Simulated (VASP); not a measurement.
Wanted: the native input for a VASP 6.6.1 run.

```yaml
Task: single point
Functional: PBE
Dispersion: D3(BJ)
Potentials_or_basis: VASP PAW PBE potentials, release 64 (O, H, N)
Cutoff: 520 eV
k_mesh: 1 × 1 × 1
Occupations: fermi-dirac, width 0.05 eV
Spin: no spin polarisation
Dipole_correction: no
Further_INCAR_settings: LREAL = Auto; ALGO = Normal; EDIFF = 1e-06; NBANDS = 56
```

The structure of H19NO8 lies in POSCAR:

```
H19NO8
1.0
    6.0659390000      0.0000000000      0.0000000000
    0.0000000000      6.0659390000      0.0000000000
    0.0000000000      0.0000000000      6.0659390000
O H N
8 19 1
Direct
    0.4823490642      0.0855597130      0.7584151440
    0.0390706204      0.2453865758      0.5406252849
    0.8953601413      0.0609303852      0.9271112024
    0.6827796982      0.6819224526      0.1305156547
    0.6880715418      0.5985553102      0.5593528059
    0.3168017351      0.4978783994      0.8055141999
    0.1008912223      0.4895697105      0.2040079862
    0.6915005245      0.1028200251      0.3584935490
    0.4161103499      0.2250599619      0.7801100539
    0.5497417630      0.0874225738      0.6129636318
    0.0956818062      0.3229673098      0.4076862626
    0.1721085557      0.1725536640      0.5919116562
    0.8362926169      0.1333841306      1.0518734198
    0.7692461134      0.0909174985      0.8338033073
    0.8126524187      0.5811466287      0.1228004436
    0.7470236677      0.7992661977      0.0422523207
    0.6478304513      0.6413846232      0.4059223147
    0.8006180082      0.4841130120      0.5438069852
    0.4273369712      0.5931810392      0.7353189671
    0.1839945967      0.5138198719      0.7203831097
    0.1477100248      0.6468413217      0.2142784489
    0.1954849859      0.4631104929      0.0722064630
    0.7085630106     -0.0557044837      0.3197526385
    0.8320558449      0.1474957134      0.4081808274
    0.2200483717      0.9278365641      0.0075833272
    0.2128112399      1.0153910219      0.2748626387
    0.4144453151      0.8729563551      0.1692071087
    0.2422708174      0.8909255434      0.1708226871
```

The cell was built by a generator and needn't be a form met in nature.

The input as run:

INCAR

```
  PREC = Accurate
  ENCUT = 520
  EDIFF = 1E-6
  ISMEAR = -1
  SIGMA = 0.05
  LREAL = Auto
  LASPH = T
  NELM = 60
  ALGO = Normal
  ISIF = 2
  LWAVE = F
  LCHARG = F
  GGA = PE
  IVDW = 12
  NBANDS = 56
```

KPOINTS

```
regular mesh
0
Gamma
  1 1 1
```

Potentials or basis: VASP PAW PBE potentials, release 64 (O, H, N).

The run is started by

```bash
$ cat potpaw_PBE.64/O/POTCAR potpaw_PBE.64/H/POTCAR potpaw_PBE.64/N/POTCAR > POTCAR
$ mpirun -np 1 vasp_gam > vasp.out
```

It gave:

```
Pressure                   : 5.2 GPa
Largest force              : 3.167 eV/Å
Band gap on the k mesh     : 4.67 eV, direct
Dispersion energy per atom : -0.043 eV
```

Run time: 25 s on 1 thread of Intel(R) Xeon(R) Platinum 8559C (Emerald Rapids) (shared host), peak memory 0.34 GiB.
